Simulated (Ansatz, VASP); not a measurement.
ZnS in VASP and in Ansatz

The input INCAR:

```
PREC = Accurate ; ENCUT = 520
EDIFF = 1E-7 ; ISMEAR = 0
SIGMA = 0.05 ; LREAL = False
LASPH = True ; NELM = 80
ALGO = Normal ; ISIF = 2
LWAVE = False ; LCHARG = False
GGA = PE ; NBANDS = 16
```

Contents of KPOINTS:

```
regular mesh
0
Gamma
  8 8 8
```

File POSCAR:

```
ZnS
1.0
    0.0000000000      2.7218181820      2.7218181820
    2.7218181820      0.0000000000      2.7218181820
    2.7218181820      2.7218181820      0.0000000000
Zn S
1 1
Direct
    0.2500000000      0.2500000000      0.2500000000
    0.0000000000      0.0000000000      0.0000000000
```

Input for Ansatz:

```yaml
crystal:
  lattice:
    - [0.0, 2.721818182, 2.721818182]
    - [2.721818182, 0.0, 2.721818182]
    - [2.721818182, 2.721818182, 0.0]
  atoms:
    - { symbol: Zn, position: [0.25, 0.25, 0.25] }
    - { symbol: S, position: [0.0, 0.0, 0.0] }
basis:
  ecutwfc: 420
  ecutrho_ratio: 4
kpoints:
  mp_grid: { grid: [8, 8, 8] }
hamiltonian:
  xc: pbe
scf:
  occupations: { method: gaussian, width: 0.05 }
output:
  forces: true
  stress: true
  eigenvalues: true
```

Alike in both runs: task single point; functional PBE; k mesh 8 × 8 × 8; occupations gaussian, width 0.05 eV; no spin polarisation.

|  | VASP | Ansatz |
| --- | --- | --- |
| version | VASP 6.6.1 | Ansatz 0.2.0 |
| potentials or method | VASP PAW PBE potentials, release 64 (Zn, S) | scalar-relativistic, plane waves, PAW |
| plane-wave cutoff (eV) | 520 | 420 |
| valence electrons in the cell | 18 | 18 |

```csv
,VASP,Ansatz,Ansatz less VASP
gap on the k mesh at the Fermi level (eV),2.02,2.01,-0.004
least direct gap on the mesh (eV),2.02,2.01,-0.004
pressure (GPa),0.2,0.0,-0.16
```

The functional is the same, so the differences come from potentials, cutoffs and numerics.

Expect the measured gap to be larger: semilocal functionals such as PBE lack the derivative discontinuity.
